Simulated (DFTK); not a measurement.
**PtSe2 (Sudovikovite) under changes of volume**

One of the cells (20.265 Å³/atom); the others are scaled copies at fixed shape and fractional positions:

```xyz
3
Lattice="3.7240 0.0000 0.0000 -1.8620 3.2251 0.0000 0.0000 0.0000 5.0620" Properties=species:S:1:pos:R:3 pbc="T T T"
Pt    0.0000    0.0000    0.0000
Se    1.8620    1.0750    3.7965
Se    0.0000    2.1501    1.2655
```

```yaml
Program: DFTK 0.8.2
Functional: RPBE
Potentials_or_basis: dojo.nc.sr.pbe.v0_5.standard.upf (PBE)
Cutoff: 1170 eV
k_mesh: 5 × 5 × 3
Occupations: fermi-dirac, width 0.05 eV
Spin: no spin polarisation
```

```csv
volume (Å³/atom),energy over the lowest point (meV/atom),pressure (GPa),largest force (eV/Å)
19.049,?,?,?
19.455,111.62,16.6,1.157
19.860,74.08,13.1,0.867
20.265,44.98,9.9,0.600
20.671,23.45,7.1,0.355
21.076,8.69,4.6,0.130
21.481,0.00,2.3,0.076
```

**Question.** What does the run at 19.049 Å³/atom give?

**Answer.** Energy over the lowest point 158.61 meV/atom; pressure 20.6 GPa; largest force 1.474 eV/Å.

Worked out: A Birch-Murnaghan fit of order 3 (a polynomial in V^(-2/3)) to the other rows has its minimum at 21.95 Å³/atom, just outside them, with B0 = V·E''(V) = 102 GPa and B' = 5.0 at fixed shape and positions, which overstates the stiffness. It gives 158.79 meV/atom at 19.049 Å³/atom, against the run's 158.61, and -dE/dV = 20.6 GPa, against 20.6.

Energies are extrapolated to zero smearing.

Caveats: all runs use coarse meshes; the minimum lies outside the volumes run; the potentials were made for another functional, which shifts forces and pressure.
